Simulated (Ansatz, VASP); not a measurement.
# One calculation of Ga, two programs

```
Ga
1.0
     4.47196    0.00000    0.00000
     0.00000    7.59365    0.00000
     0.00000    0.00000    4.31237
Ga
8
Direct
  0.50000 0.84564 0.41722
  0.50000 0.65436 0.91722
  0.50000 0.15436 0.58278
  0.50000 0.34564 0.08278
  0.00000 0.34564 0.41722
  0.00000 0.15436 0.91722
  0.00000 0.65436 0.58278
  0.00000 0.84564 0.08278
```

Change from the starting cell: strain along c alone, the other axes held, atoms relaxed: -4.0 %.

Alike in both runs: functional PBEsol; k mesh 8 × 6 × 8; occupations gaussian, width 0.1 eV; no spin polarisation.

Ansatz relaxed the structure, and its values are those at the end. VASP's run is a single point on that final structure, the one shown.

|  | VASP | Ansatz |
| --- | --- | --- |
| version | VASP 6.6.1 | Ansatz 0.2.0 |
| potentials or method | VASP PAW PBE potentials, release 64 (Ga_d) | scalar-relativistic, plane waves, PAW |
| plane-wave cutoff (eV) | 520 | 420 |
| valence electrons in the cell | 104 | 104 |

Ansatz gave:

```
gap on the k mesh at the Fermi level (eV) : none
pressure (GPa)                            : 2.8
rms of the force components (eV/Å)        : 0.001
```

Problem. Estimate VASP's values.

Solution. gap on the k mesh at the Fermi level (eV): none; pressure (GPa): 2.9; rms of the force components (eV/Å): 0.005.

A gap of «none» marks a metal or a gap that the smearing closes. Ansatz warned: «stress_scf_threshold_loose».

Caveats: the PAW data sets were made with another functional, which shifts forces and pressure a little (VASP).
